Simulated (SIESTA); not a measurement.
The system is Li2S.

```
S Li
1.0
     0.00000    2.84450    2.84450
     2.84450    0.00000    2.84450
     2.84450    2.84450    0.00000
S Li
1 2
Cartesian
  0.0000 0.0000 0.0000
  4.2668 4.2668 4.2668
  1.4223 1.4223 1.4223
```

Base run:

| Item | Value |
| --- | --- |
| Program | SIESTA 5.4.2 |
| Functional | PBE |
| Potentials or basis | PseudoDojo 0.4 standard (PBE files) |
| Basis | DZP (energy shift 0.002 Ry; radii capped at 9.5 bohr) |
| Grid cutoff | 800 Ry |
| Energy shift | 0.002 Ry |
| k mesh | 8 × 8 × 8 |
| Occupations | fermi-dirac, width 0.05 eV |
| Spin | no spin polarisation |

Its results: band gap on the k mesh 3.41 eV, indirect (least direct gap 4.33 eV); pressure 1.5 GPa.

Question: The run is repeated on the same cell with these changes: functional from PBE to RPBE. What comes out?

Answer: Band gap on the k mesh 3.53 eV, indirect (least direct gap 4.43 eV); pressure 2.9 GPa.

RPBE binds less tightly than PBE, so the same cell stands under more pressure.

Caveats: semicore shells carry a single zeta, which can move pressures by several GPa and volumes by a few percent; the basis of atomic orbitals isn't converged, which shifts pressures, moduli and gaps; the potentials were made for another functional, which shifts forces and pressure (some runs).

Not every run made on this cell is shown here.
